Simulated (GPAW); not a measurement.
# InP (F-43m) in GPAW: a series of runs, part 2 of 2

GPAW 26.7.0. Earlier steps stand in the parts before.

## (5) Band structure, LDA

run.py

```python
from ase import Atoms
from ase.dft.bandgap import bandgap
from ase.io import write
from ase.units import GPa
from gpaw import GPAW, PW

atoms = Atoms(['In', 'P'],
              cell=[[0.0, 2.9305, 2.9305],
                    [2.9305, 0.0, 2.9305],
                    [2.9305, 2.9305, 0.0]],
              scaled_positions=[[0.0, 0.0, 0.0],
                                [0.75, 0.75, 0.75]],
              pbc=True)

calc = GPAW(mode=PW(600),
            xc='LDA',
            kpts={'size': (8, 8, 8), 'gamma': True},
            occupations={'name': 'fermi-dirac', 'width': 0.05},
            nbands=18,
            convergence={'density': 1e-05, 'energy': 1e-05},
            maxiter=150,
            txt='gpaw.txt')
atoms.calc = calc
energy = atoms.get_potential_energy()
forces = atoms.get_forces()
stress = atoms.get_stress()
calc.write('gs.gpw')
write('result.traj', atoms)
print(f'Energy: {energy:.6f} eV')
print('Forces (eV/A):')
print(forces.round(4))
print('Stress (GPa):', (stress / GPa).round(3))
print('Fermi level:', round(calc.get_fermi_level(), 4), 'eV')
print(f'Gap: {bandgap(calc)[0]:.4f} eV, direct: {bandgap(calc, direct=True)[0]:.4f} eV')

path = atoms.cell.bandpath('GXWKGLUWLK,UX', npoints=60, eps=1e-4)
bs_calc = calc.fixed_density(kpts=path, symmetry='off', nbands=30,
                             convergence={'bands': 'CBM+6.0', 'eigenstates': 1e-6}, txt='bands.txt')
bs = bs_calc.band_structure()
bs.write('bs.json')
print(f'Gap on the path: {bandgap(bs_calc)[0]:.4f} eV')
```

Potentials or basis: the program's PAW data sets (release 1.2.1) made for this functional, pw.

On the command line:

```sh
$ OMP_NUM_THREADS=1 python run.py
```

Wall time 45 s (1 thread of Arm Neoverse V1, shared host); peak memory 0.25 GiB.

It converged, with:

- Free energy: -9.9088 eV
- Pressure: -1.5 GPa
- Band gap on the k mesh: 0.48 eV, direct
- Band gap along the path: 0.48 eV, direct

Levels at the corners of the path, in eV from the valence-band top:
| point | band 7 | band 8 | band 9 | band 10 | band 11 | band 12 |
| --- | --- | --- | --- | --- | --- | --- |
| Γ | 0.00 | 0.00 | 0.00 | 0.48 | 3.93 | 3.93 |
| X | -5.88 | -2.37 | -2.37 | 1.60 | 2.12 | 8.98 |
| W | -5.73 | -3.01 | -2.99 | 4.18 | 4.26 | 5.39 |
| K | -5.73 | -3.38 | -1.99 | 2.20 | 4.27 | 7.36 |
| Γ | 0.00 | 0.00 | 0.00 | 0.48 | 3.93 | 3.93 |
| L | -5.85 | -1.00 | -1.00 | 1.31 | 4.69 | 4.69 |
| U | -5.73 | -3.38 | -1.99 | 2.20 | 4.27 | 7.36 |
| W | -5.73 | -3.01 | -2.99 | 4.18 | 4.26 | 5.39 |
| L | -5.85 | -1.00 | -1.00 | 1.31 | 4.69 | 4.69 |
| K | -5.73 | -3.38 | -1.99 | 2.20 | 4.27 | 7.36 |
| U | -5.73 | -3.38 | -1.99 | 2.20 | 4.27 | 7.36 |
| X | -5.88 | -2.37 | -2.37 | 1.60 | 2.12 | 8.98 |

Caveat: spin-orbit coupling is left out, which moves the levels of the heavy elements.

## (6) Band structure, PBEsol

run.py: that of step 5 with these lines changed.

```diff
@@ -1,17 +1,12 @@
-from ase import Atoms
 from ase.dft.bandgap import bandgap
-from ase.io import write
+from ase.io import read, write
 from ase.units import GPa
-from gpaw import GPAW, PW
+from gpaw import GPAW, PW, setup_paths
 
-atoms = Atoms(['In', 'P'],
-              cell=[[0.0, 2.9305, 2.9305],
-                    [2.9305, 0.0, 2.9305],
-                    [2.9305, 2.9305, 0.0]],
-              scaled_positions=[[0.0, 0.0, 0.0],
-                                [0.75, 0.75, 0.75]],
-              pbc=True)
+setup_paths.insert(0, '.')
+
+atoms = read('POSCAR')
 
 calc = GPAW(mode=PW(600),
-            xc='LDA',
+            xc='PBEsol',
             kpts={'size': (8, 8, 8), 'gamma': True},
@@ -35,3 +30,3 @@
 
-path = atoms.cell.bandpath('GXWKGLUWLK,UX', npoints=60, eps=1e-4)
+path = atoms.cell.bandpath('GXWKGLUWLK,UX', npoints=80, eps=1e-4)
 bs_calc = calc.fixed_density(kpts=path, symmetry='off', nbands=30,
```

POSCAR

```
InP
1.0
    0.0000000000      2.9305000000      2.9305000000
    2.9305000000      0.0000000000      2.9305000000
    2.9305000000      2.9305000000      0.0000000000
In P
1 1
Direct
    0.0000000000      0.0000000000      0.0000000000
    0.7500000000      0.7500000000      0.7500000000
```

Potentials or basis: PAW data sets generated in the run's folder for this functional, pw.

On the command line:

```sh
$ gpaw-setup -f PBEsol In P
$ OMP_NUM_THREADS=1 python run.py
```

gpaw.txt:

```text
__  _  _
 | _ |_)|_||  |
 |__||  | ||/\| - 26.7.0

Input parameters:
  mode=PW(ecut=600.0),
  convergence={'density': 1e-05, 'energy': 1e-05},
  kpts=MonkhorstPack(size=(8, 8, 8), gamma=True),
  maxiter=150,
  nbands=18,
  occupations=Occupations(name='fermi-dirac', width=0.05),
  xc=XC(name='PBEsol')

Diagonalizing LCAO Hamiltonian
Converting LCAO to pw mode

                     P

       In

Atoms  # Å, Bohr magnetons
|   | symbol |        x |        y |        z |    initial magnetic moments |
|---|--------|----------|----------|----------|-----------------------------|
| 0 |     In | 0.000000 | 0.000000 | 0.000000 | ( 0.0000,  0.0000,  0.0000) |
| 1 |      P | 4.395750 | 4.395750 | 4.395750 | ( 0.0000,  0.0000,  0.0000) |

Unit cell  # Å
| periodic |        x |        y |        z |  lengths |    angles |
|----------|----------|----------|----------|----------|-----------|
|      yes | 0.000000 | 2.930500 | 2.930500 | 4.144353 | 60.000000 |
|      yes | 2.930500 | 0.000000 | 2.930500 | 4.144353 | 60.000000 |
|      yes | 2.930500 | 2.930500 | 0.000000 | 4.144353 | 60.000000 |

Number of symmetries: 24
Symmetry operations  # r_c * U_cc + t_c -> r_c
|    | kind |            matrix            |
|----|------|------------------------------|
|  0 |  E   |  1, 0, 0,  0, 1, 0,  0, 0, 1 |
|  1 |  σ   |  1, 0, 0,  0, 0, 1,  0, 1, 0 |
|  2 |  σ   |  1, 0,-1,  0, 1,-1,  0, 0,-1 |
|  3 |  C3  |  1, 0,-1,  0, 0,-1,  0, 1,-1 |
|  4 |  C3  |  1,-1, 0,  0,-1, 1,  0,-1, 0 |
|  5 |  σ   |  1,-1, 0,  0,-1, 0,  0,-1, 1 |
|  6 |  σ   |  0, 1, 0,  1, 0, 0,  0, 0, 1 |
|  7 |  C3  |  0, 1, 0,  0, 0, 1,  1, 0, 0 |
|  8 |  C2  |  0, 1,-1,  1, 0,-1,  0, 0,-1 |
|  9 |  S4  |  0, 1,-1,  0, 0,-1,  1, 0,-1 |
| 10 |  C3  |  0, 0, 1,  1, 0, 0,  0, 1, 0 |
| 11 |  σ   |  0, 0, 1,  0, 1, 0,  1, 0, 0 |
| 12 |  S4  |  0, 0,-1,  1, 0,-1,  0, 1,-1 |
| 13 |  C3  |  0, 0,-1,  0, 1,-1,  1, 0,-1 |
| 14 |  S4  |  0,-1, 1,  1,-1, 0,  0,-1, 0 |
| 15 |  C2  |  0,-1, 1,  0,-1, 0,  1,-1, 0 |
| 16 |  C3  |  0,-1, 0,  1,-1, 0,  0,-1, 1 |
| 17 |  S4  |  0,-1, 0,  0,-1, 1,  1,-1, 0 |
| 18 |  S4  | -1, 1, 0, -1, 0, 1, -1, 0, 0 |
| 19 |  C3  | -1, 1, 0, -1, 0, 0, -1, 0, 1 |
| 20 |  C3  | -1, 0, 1, -1, 1, 0, -1, 0, 0 |
| 21 |  S4  | -1, 0, 1, -1, 0, 0, -1, 1, 0 |
| 22 |  σ   | -1, 0, 0, -1, 1, 0, -1, 0, 1 |
| 23 |  C2  | -1, 0, 0, -1, 0, 1, -1, 1, 0 |

BZ-sampling:
  Number of BZ points: 512
  Number of IBZ points: 29

  Monkhorst-Pack size: [8, 8, 8]
  Monkhorst-Pack shift: [0.0625, 0.0625, 0.0625]

K-points  # in reciprocal-cell coordinates
|     |                                coordinates |     weight |
|-----|--------------------------------------------|------------|
|   0 | (  0.00000000,   0.00000000,   0.00000000) | 0.00195312 |
|   1 | (  0.12500000,   0.12500000,   0.00000000) | 0.01171875 |
|   2 | (  0.12500000,   0.12500000,   0.12500000) | 0.01562500 |
|   3 | (  0.25000000,   0.12500000,   0.12500000) | 0.02343750 |
|   4 | (  0.25000000,   0.25000000,   0.00000000) | 0.01171875 |
|   5 | (  0.25000000,   0.25000000,   0.12500000) | 0.04687500 |
|   6 | (  0.25000000,   0.25000000,   0.25000000) | 0.01562500 |
|   7 | (  0.37500000,   0.25000000,  -0.37500000) | 0.04687500 |
|   8 | (  0.37500000,   0.25000000,   0.12500000) | 0.04687500 |
|   9 | (  0.37500000,   0.25000000,   0.25000000) | 0.04687500 |
| ... |                                            |            |
|  28 | (  0.50000000,   0.50000000,   0.50000000) | 0.00781250 |

Plane wave coefficients: 1700
Cutoff: 600.0 eV

Spin-components: 1 (collinear spins)
Bands:           18
Projectors:      11
Spin-degeneracy: 2
Datatype:        complex128

Parallelization:
  kpt:    1
  domain: 1
  band:   1

Density:
  Valence electrons: 18.0
  Components: 1
  Grid points: [24 24 24]
  Charge: 0.0  # |e|

Potential:
  Grid points: [24 24 24]

species:
  In:
    name:    Indium
    Z:       49.0
    valence: 13
    core:    36
    charge:  0.0  # [|e|]
    compensation charges:
      type: gauss
      rc: 0.36  # [Å]
      lmax: 2
    cutoffs:
      filter: 2.09  # [Å]
      core: 2.48  # [Å]
    projectors
    | kind |    occ | energy [eV] | rcut [Å] |
    |------|--------|-------------|----------|
    |   5s |  2.000 |      -8.248 |    1.185 |
    |   5p |  1.000 |      -2.521 |    1.244 |
    |   4d | 10.000 |     -18.596 |    1.148 |
    |    s |        |      18.964 |    1.185 |
    |    p |        |      24.691 |    1.244 |
    |    d |        |       8.615 |    1.148 |

    Using partial waves for In as LCAO basis

  P:
    name:    Phosphorus
    Z:       15.0
    valence: 5
    core:    10
    charge:  0.0  # [|e|]
    compensation charges:
      type: gauss
      rc: 0.30  # [Å]
      lmax: 2
    cutoffs:
      filter: 1.69  # [Å]
      core: 1.81  # [Å]
    projectors
    | kind |    occ | energy [eV] | rcut [Å] |
    |------|--------|-------------|----------|
    |   3s |  2.000 |     -13.916 |    0.953 |
    |   3p |  3.000 |      -5.479 |    0.953 |
    |    s |        |      13.296 |    0.953 |
    |    p |        |      21.732 |    0.953 |
    |    d |        |       0.000 |    0.953 |

    Using partial waves for P as LCAO basis

Reference energy: -169189.500966  # eV

eigensolver:
  PPCG
  Converge bands: occupied
  niter=2

density mixing:
  MSR1-Mixer
  Pratt-step length: 0.05
  Maximum mixing coefficient: 0.75
  Old densities: 10
  SVD Regularization: 0.005
  Good broyden scale: 1.0
  Trust region scale: 1.0
  Backstep threshold: 4.0
  History deletion threshold: 6.0
  Fourier metric: weight=20.0, sigma=0.015

occupation numbers:
  Fermi-Dirac:
    width: 0.0500  # eV

poisson solver:
  ecut: 4800.0  # eV

xc functional:
  name: PBEsol with 2 nearest neighbor stencil

convergence criteria:
[... 6 lines left out ...]
|iter     | |      energy | eigst |  dens |
|---------|-|-------------|-------|-------|
|iter:   1| |   -9.731748 | -0.27 |       |
|iter:   2| |   -9.660427 | -2.22 | -1.14 |
|iter:   3| |   -9.385041 | -1.82 | -1.18 |
|iter:   4| |   -9.381826 | -3.27 | -1.76 |
|iter:   5| |   -9.381488 | -4.06 | -2.29 |
|iter:   6| |   -9.381514 | -5.48 | -3.07 |
|iter:   7| |   -9.381517c| -6.50 | -3.59 |
|iter:   8| |   -9.381517c| -8.28c| -4.62 |
|iter:   9| |   -9.381517c| -8.60c| -5.39c|

Converged in 9 steps
Energy contributions relative to reference atoms: (reference = -169189.500966)

Energy contributions:
  Kinetic:          20.147832
  Coulomb:         -18.609658
  Zero:              0.123424
  External:          0.000000
  Xc:              -11.043109
  Entropy:          -0.000012
  Spinorbit:         0.000000
  ----------------------------
  Free energy:      -9.381523
  Extrapolated:     -9.381517

dipole moment: (-16.929184, -16.929184, -16.929184)  # |e|*Ang

Fermi level: 5.155
Eigenvalues  # (at kpt = [0.000, 0.000, 0.000])
| band index |      eig [eV] | occ [0-2] |
|------------|---------------|-----------|
|          0 |        -9.256 |     2.000 |
|          1 |        -9.256 |     2.000 |
|          2 |        -9.256 |     2.000 |
|          3 |        -9.099 |     2.000 |
|          4 |        -9.099 |     2.000 |
|          5 |        -6.732 |     2.000 |
[... 10 lines left out ...]
|         16 |        15.878 |     0.000 |
|         17 |        15.878 |     0.000 |

Gap: 0.611 eV
Transition (v -> c):
  (s=0, k=0, n=8, [0.00, 0.00, 0.00]) -> (s=0, k=0, n=9, [0.00, 0.00, 0.00])
No difference between direct/indirect transitions

Forces  # eV/Ang
|       x |        y |        z |
|---------|----------|----------|
| 0.00000 | -0.00000 | -0.00000 |  # In   0
| 0.00000 |  0.00000 |  0.00000 |  # P    1

Stress tensor  # eV/Ang^3
|         x |         y |         z |
|-----------|-----------|-----------|
| -0.002250 |  0.000000 |  0.000000 |
|  0.000000 | -0.002250 |  0.000000 |
|  0.000000 |  0.000000 | -0.002250 |

# Writing to gs.gpw (mode='')
```

Run time: 57 s. Hardware: 1 thread of Arm Neoverse V1, shared host; peak memory 0.27 GiB.

What came out:

* Free energy: -9.3815 eV
* Pressure: 0.4 GPa
* Band gap on the k mesh: 0.61 eV, direct
* Band gap along the path: 0.61 eV, direct

Levels at the corners of the path, in eV from the valence-band top:
```csv
point,band 5,band 6,band 7,band 8,band 9,band 10,band 11,band 12,band 13
Γ,-13.92,-11.55,0.00,0.00,0.00,0.61,3.99,3.99,3.99
X,-13.88,-9.13,-5.81,-2.37,-2.37,1.63,2.17,9.09,9.50
W,-13.90,-9.05,-5.66,-3.01,-2.98,4.20,4.34,5.46,6.07
K,-13.90,-9.14,-5.67,-3.37,-1.98,2.25,4.31,7.42,7.43
Γ,-13.92,-11.55,0.00,0.00,0.00,0.61,3.99,3.99,3.99
L,-13.90,-9.79,-5.80,-0.99,-0.99,1.40,4.72,4.72,6.95
U,-13.90,-9.14,-5.67,-3.37,-1.98,2.25,4.31,7.42,7.43
W,-13.90,-9.05,-5.66,-3.01,-2.98,4.20,4.34,5.46,6.07
L,-13.90,-9.79,-5.80,-0.99,-0.99,1.40,4.72,4.72,6.95
K,-13.90,-9.14,-5.67,-3.37,-1.98,2.25,4.31,7.42,7.43
U,-13.90,-9.14,-5.67,-3.37,-1.98,2.25,4.31,7.42,7.43
X,-13.88,-9.13,-5.81,-2.37,-2.37,1.63,2.17,9.09,9.50
```

Caveat: spin-orbit coupling is left out, which moves the levels of the heavy elements.

## (7) Summary

| task | level | potentials or basis | spin | k mesh | eigensolver | band path | band points | spin axis theta (degrees) | spin axis phi (degrees) | gap on the mesh (eV) | pressure (GPa) |
| --- | --- | --- | --- | --- | --- | --- | --- | --- | --- | --- | --- |
| equation of state | BLYP | PAW data sets generated in the run's folder for this functional, pw | off | 6 × 6 × 6 | davidson | - | - | - | - | - | - |
| band structure | PBE | GPAW PAW data sets (gpaw-data 1.2.1), pw | off | 8 × 8 × 8 | - | GXWKGLUWLK,UX | 80 | - | - | 0.71 | 3.0 |
| band structure | PBE | GPAW PAW data sets (gpaw-data 1.2.1), pw | SOC, no magnetisation | 6 × 6 × 6 | - | GXWKGLUWLK,UX | 100 | 0 | 0 | 0.68 | 3.0 |
| band structure | LDA | the program's PAW data sets (release 1.2.1) made for this functional, pw | off | 8 × 8 × 8 | - | GXWKGLUWLK,UX | 60 | - | - | 0.48 | -1.5 |
| band structure | PBEsol | PAW data sets generated in the run's folder for this functional, pw | off | 8 × 8 × 8 | - | GXWKGLUWLK,UX | 80 | - | - | 0.61 | 0.4 |

Alike in all rows: cell as given; cutoff (eV) 600; smearing fermi-dirac 0.05 eV.

Caveats: spin-orbit coupling is left out, which moves the levels of the heavy elements (some runs); spin-orbit coupling was added after a scalar SCF, so levels and gaps hold it while energy, forces, pressure and moments don't (some runs); this program's spin-orbit splittings come out too wide for heavy elements (some runs).

Total energies depend on the potentials used, so only differences within one code and one set of settings carry meaning.

## (8) Comparison with measurements

Step 3. A measured gap of InP is 1.4236 eV (direct; 1.6 K; a printed reference work, data compilation); the calculated 0.71 eV misses it by -0.71 eV. Spin-orbit coupling on In is left out. The value is that of PBE, without temperature or zero-point motion. Semilocal functionals fall short of measured gaps as a rule.

Step 4. Measured gap of InP: 1.4236 eV (direct; 1.6 K; a printed reference work, data compilation). This calculation gives 0.68 eV (-0.75 eV). The value is that of PBE, without temperature or zero-point motion. Semilocal functionals fall short of measured gaps as a rule.

Step 5. A measured gap of InP is 1.4236 eV (direct; 1.6 K; a printed reference work, data compilation); the calculated 0.48 eV misses it by -0.94 eV. Spin-orbit coupling on In is left out. The value is that of LDA, without temperature or zero-point motion. Semilocal functionals fall short of measured gaps as a rule.

Step 6. Against the measured gap of InP, 1.4236 eV (direct; 1.6 K; a printed reference work, data compilation), the calculated 0.61 eV is off by -0.81 eV. Spin-orbit coupling on In is left out. The value is that of PBEsol, without temperature or zero-point motion. Semilocal functionals fall short of measured gaps as a rule.
